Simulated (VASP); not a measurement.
# InH (Fm-3m) in VASP: notebook

Runs on InH. Level: PBE. Tasks: single point.

All numbers are computed with VASP 6.6.1; they aren't measurements. Logs are shortened: lines on timing, memory, paths and dates and some standing lists are left out, and cuts for length are marked.

## Step 1: Starting point

It takes space group Fm-3m (No. 225, cubic). The conventional cell has a = 4.990 Å, b = 4.990 Å, c = 4.990 Å, α = 90.00°, β = 90.00°, γ = 90.00°. In (site symmetry m-3m) is surrounded by 6 H at 2.49 Å. H (site symmetry m-3m) is surrounded by 6 In at 2.49 Å.

The cell comes from a database or a generator and needn't be the stable form of this composition.

## Step 2: Single point, PBE

The input, INCAR:

```
PREC     = Accurate       # precision mode
ENCUT    = 520            # plane-wave cutoff, eV
EDIFF    = 1E-6           # SCF threshold, eV
ISMEAR   = -1             # smearing method
SIGMA    = 0.15           # smearing width, eV
LREAL    = False          # projectors in reciprocal space
LASPH    = True           # aspherical terms in the spheres
NELM     = 60             # most SCF steps
ALGO     = Normal         # electronic algorithm
ISIF     = 2              # what is computed and relaxed
LWAVE    = False          # write WAVECAR
LCHARG   = True           # write CHGCAR
GGA      = PE             # functional
LELF     = True           # ELF
LVHAR    = True         
NBANDS   = 14             # bands
```

The input, KPOINTS:

```
regular mesh
0
Gamma
  14 14 14
```

The input, POSCAR:

```
InH
1.0
    0.0000000000      2.4949000000      2.4949000000
    2.4949000000      0.0000000000      2.4949000000
    2.4949000000      2.4949000000      0.0000000000
In H
1 1
Direct
    0.0000000000      0.0000000000      0.0000000000
    0.5000000000      0.5000000000      0.5000000000
```

Potentials or basis: VASP PAW PBE potentials, release 64 (In_d, H).

On the command line:

```console
> cat potpaw_PBE.64/In_d/POTCAR potpaw_PBE.64/H/POTCAR > POTCAR
> mpirun -np 1 vasp_std > vasp.out
```

OUTCAR:

```text
PREC = Accurate
   ENCUT = 520
   EDIFF = 1E-6
   ISMEAR = -1
   LREAL = False
   LASPH = True
   NELM = 60
   ISIF = 2
   GGA = PE

 ion  position               nearest neighbor table
   1  0.000  0.000  0.000-
   2  0.500  0.500  0.500-

  LATTYP: Found a face centered cubic cell.
 ALAT       =     4.9898000000

  Lattice vectors:

 A1 = (   0.0000000000,   2.4949000000,   2.4949000000)
 A2 = (   2.4949000000,   0.0000000000,   2.4949000000)
 A3 = (   2.4949000000,   2.4949000000,   0.0000000000)

Analysis of symmetry for initial positions (statically):
=====================================================================
 Subroutine PRICEL returns:
 Original cell was already a primitive cell.

 Routine SETGRP: Setting up the symmetry group for a
 face centered cubic supercell.

 Subroutine GETGRP returns: Found 48 space group operations
 (whereof 48 operations were pure point group operations)
 out of a pool of 48 trial point group operations.

The static configuration has the point symmetry O_h .

Analysis of symmetry for dynamics (positions and initial velocities):
=====================================================================
 Subroutine PRICEL returns:
 Original cell was already a primitive cell.

 Routine SETGRP: Setting up the symmetry group for a
 face centered cubic supercell.

 Subroutine GETGRP returns: Found 48 space group operations
 (whereof 48 operations were pure point group operations)
 out of a pool of 48 trial point group operations.

The dynamic configuration has the point symmetry O_h .

 Subroutine INISYM returns: Found 48 space group operations
 (whereof 48 operations are pure point group operations),
 and found     1 'primitive' translations

----------------------------------------------------------------------------------------

                                     Primitive cell

  volume of cell :      31.0591

  direct lattice vectors                    reciprocal lattice vectors
     0.000000000  2.494900000  2.494900000    -0.200408834  0.200408834  0.200408834
     2.494900000  0.000000000  2.494900000     0.200408834 -0.200408834  0.200408834
     2.494900000  2.494900000  0.000000000     0.200408834  0.200408834 -0.200408834

  length of vectors
     3.528321417  3.528321417  3.528321417     0.347118283  0.347118283  0.347118283

  position of ions in fractional coordinates (direct lattice)
[... 88 lines left out ...]
   TEBEG  =    0.0;   TEEND  =   0.0 temperature during run
   PSTRESS=    0.0 pullay stress
   NELECT =      14.0000    total number of electrons
   NUPDOWN=      -1.0000    fix difference up-down
   EMIN   =  10.00;   EMAX   =-10.00  energy-range for DOS
   EFERMI =   0.00;   METHOD = LEGACY
   ISMEAR =    -1;   SIGMA  =   0.15  broadening in eV -4-tet -1-fermi 0-gaus
   EFERMI_NEDOS =   21; number of points for ismear=-14 and -15
   IALGO  =     38    algorithm
   IMIX   =      4    mixing-type and parameters
     AMIX     =   0.40;   BMIX     =  1.00
     AMIX_MAG =   1.60;   BMIX_MAG =  1.00
  volume/ion in A,a.u.               =      15.53       104.80
  Fermi-wavevector in a.u.,A,eV,Ry     =   1.255223  2.372028 21.437147  1.575586
  Thomas-Fermi vector in A             =   2.388990
   LORBIT       =      0    0 simple, 1 ext, 2 COOP (PROOUT), +10 PAW based schemes
   GGA     = PE    functional components
   LHFCALC =     F    Hartree Fock is set to
   AEXX    =    0.0000 exact exchange contribution
   IVDW    =     0    specifies the selected vdW correction
   LEPSILON=     F    determine dielectric tensor
   LRPA    =     F    only Hartree local field effects (RPA)
 non-spin polarized calculation
  energy-cutoff  :      520.00
  volume of cell :       31.06
 maximum number of plane-waves:       872
 NGX is ok and might be reduce to    28
   NGX = 13   NGY = 13   NGZ = 13

 number of electron      14.0000001 magnetization

 Free energy of the ion-electron system (eV)
  ---------------------------------------------------
  ext. energy  EPLUGINS =         0.00000000
  ---------------------------------------------------
  free energy    TOTEN  =        -4.98528027 eV

  energy without entropy =       -4.94182152  energy(sigma->0) =       -4.96355090

 E-fermi :   6.3204     XC(G=0): -10.0386

 val. band max:        6.3186588276   @ k =   0.2857   0.0714   0.0000
 cond. band min:       6.3444279378   @ k =  -0.2857   0.4286   0.2143
 fundamental gap:      0.0257691102
 Fermi energy:         6.3203852092

 k-point     1 :       0.0000    0.0000    0.0000
  band No.  band energies     occupation
      1      -8.1920      2.00000
      2      -8.1920      2.00000
      3      -8.1920      2.00000
      4      -8.0796      2.00000
      5      -8.0796      2.00000
      6      -3.5851      2.00000
      7       9.9181      0.00000
      8      14.5912      0.00000
      9      14.5912      0.00000
     10      14.5912      0.00000
     11      17.3127      0.00000
     12      18.5791      0.00000
     13      18.5791      0.00000
     14      18.5791      0.00000
[... 377 lines left out ...]
      1      -8.2262      2.00000
      2      -8.1571      2.00000
      3      -8.1266      2.00000
      4      -8.0983      2.00000
      5      -8.0288      2.00000
      6      -2.1618      2.00000
      7       6.8980      0.04165
      8      11.1303      0.00000
      9      11.9002      0.00000
     10      12.8902      0.00000
     11      16.2904      0.00000
     12      18.7503      0.00000
     13      20.5943      0.00000
     14      21.0955      0.00000

 [... further k-points ...]

------------------------ aborting loop because EDIFF is reached ----------------------------------------

  FORCE on cell =-STRESS in cart. coord.  units (eV):
  Direction    XX          YY          ZZ          XY          YZ          ZX
  --------------------------------------------------------------------------------------
  -------------------------------------------------------------------------------------
  Total        0.1513901      0.1513901      0.1513901      0.0000000      0.0000000     -0.0000000
  in kB        7.8094149      7.8094149      7.8094149      0.0000000      0.0000000     -0.0000000
  external PRESSURE =       7.8094149 kB  Pullay stress =       0.0000000 kB

 VOLUME and BASIS-vectors are now :
 -----------------------------------------------------------------------------
  energy-cutoff  :      520.00
  volume of cell :       31.06
      direct lattice vectors                 reciprocal lattice vectors
     0.000000000  2.494900000  2.494900000    -0.200408834  0.200408834  0.200408834
     2.494900000  0.000000000  2.494900000     0.200408834 -0.200408834  0.200408834
     2.494900000  2.494900000  0.000000000     0.200408834  0.200408834 -0.200408834

 POSITION                                       TOTAL-FORCE (eV/Angst)
 -----------------------------------------------------------------------------------
      0.00000      0.00000      0.00000         0.000000      0.000000      0.000000
      2.49490      2.49490      2.49490         0.000000      0.000000     -0.000000
 -----------------------------------------------------------------------------------
    total drift:                               -0.000000     -0.000000     -0.000000

  FREE ENERGIE OF THE ION-ELECTRON SYSTEM (eV)
  ---------------------------------------------------
  free  energy   TOTEN  =        -4.9852802704 eV

  energy  without entropy=       -4.9418215234  energy(sigma->0) =       -4.96355090
```

It took 31 s on 1 thread of Intel Xeon Platinum 8488C (Sapphire Rapids), shared host; peak memory 0.19 GiB.

Results:

- Free energy: -4.9853 eV
- Pressure: 0.8 GPa
- Band gap on the k mesh: none (metal or under the smearing width)

## Step 3: Single point, PBE

This run uses another cell than the first one, of 9.94 Å³/atom, 0.640 times its volume.

The input, INCAR:

```
ALGO = Fast
EDIFF = 1E-6
ENCUT = 520
GGA = PE
ISIF = 2
ISMEAR = 0
LASPH = T
LCHARG = F
LREAL = F
LWAVE = F
NBANDS = 14
NELM = 80
PREC = Accurate
SIGMA = 0.05
```

The input, KPOINTS:

```
k-points
0
Gamma
  8 8 8
```

The input, POSCAR:

```
InH
1.0
    0.0000000000      2.1500000000      2.1500000000
    2.1500000000      0.0000000000      2.1500000000
    2.1500000000      2.1500000000      0.0000000000
In H
1 1
Direct
    0.0000000000      0.0000000000      0.0000000000
    0.5000000000      0.5000000000      0.5000000000
```

Potentials or basis: VASP PAW PBE potentials, release 64 (In_d, H).

On the command line:

```console
> cat potpaw_PBE.64/In_d/POTCAR potpaw_PBE.64/H/POTCAR > POTCAR
> mpirun -np 1 vasp_std > vasp.out
```

It took 9 s on 1 thread of Intel Xeon Platinum 8488C (Sapphire Rapids), shared host; peak memory 0.14 GiB.

Results (log left out):

- Free energy: -3.7532 eV
- Pressure: 52.4 GPa
- Band gap on the k mesh: none (metal or under the smearing width)

Levels at points of the mesh, in eV from the Fermi level:
```
           k point  band 5  band 6  band 7  band 8  band 9  band 10
(0.00, 0.00, 0.00)  -15.17  -14.27    5.78   10.85   10.85    10.85
(0.50, 0.00, 0.00)  -14.85   -8.92   -5.47    4.89    9.55     9.55
(0.50, 0.50, 0.00)  -14.76   -5.27   -4.42    2.79    3.13     3.13
```

Caveat: a pressure of tens of GPa on the cell as given is suspect, and the run, the potentials or the cell itself is likely at fault.
